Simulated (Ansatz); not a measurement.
Hg: distorted cells

Theory: DFT PBEsol, scalar-relativistic, plane waves, PAW in Ansatz.

Settings: cutoff 420 eV, Γ-centred mesh 12×12×4 on the computed 4-atom cell, Gaussian smearing of 0.05 eV; no spin polarisation.

Reference cell:

```
CELL_PARAMETERS angstrom
3.44194 0.00000 0.00000
-1.72097 2.98081 0.00000
0.00000 0.00000 11.06233
ATOMIC_POSITIONS crystal
Hg 0.00000 0.00000 0.00000
Hg 0.33333 0.66667 0.25000
Hg 0.00000 0.00000 0.50000
Hg 0.66667 0.33333 0.75000
```

Each variant moves atoms of this cell by the vectors given, if any (Å), and then applies a symmetric strain (tensor components, Cartesian axes). The reference cell isn't relaxed at this level. Energies are per atom at zero smearing, counted from the lowest variant. Pressure is positive in compression.

1. strain (xx yy zz yz xz xy, %) 2.44 2.44 8.44 0.00 0.00 0.00
2. no strain; moves: Hg3 (0.090, 0.000, 0.000)
3. strain (xx yy zz yz xz xy, %) 0.91 0.91 3.91 0.00 0.00 0.00
4. no strain; moves: Hg3 (0.225, 0.000, 0.000)
5. strain (xx yy zz yz xz xy, %) 4.16 4.16 -1.84 0.00 0.00 0.00; moves: Hg2 (0.000, 0.000, -0.212); Hg4 (0.000, 0.000, 0.212)
6. strain (xx yy zz yz xz xy, %) 3.39 3.39 6.39 0.00 0.00 0.00
7. strain (xx yy zz yz xz xy, %) 0.35 0.35 -1.15 0.00 0.00 0.00

| variant | ΔE (meV/atom) | P (GPa) | largest force (eV/Å) | gap on mesh (eV) | space group |
| --- | --- | --- | --- | --- | --- |
| 1 | 72.4 | -2.75 | 0.00 | 0.08 | P6_3/mmc |
| 2 | 2.4 | -2.61 | 0.00 | 0 | C2 |
| 3 | 31.5 | -2.78 | 0.00 | 0 | P6_3/mmc |
| 4 | 2.6 | -2.60 | 0.01 | 0 | C2 |
| 5 | 39.0 | -2.47 | 0.13 | 0 | P-3m1 |
| 6 | 70.4 | -2.78 | 0.00 | 0.16 | P6_3/mmc |
| 7 | 0.0 | -2.56 | 0.00 | 0 | P6_3/mmc |

Spin-orbit coupling is left out, which matters for the bands of heavy elements.

This form isn't the element's structure at ambient conditions.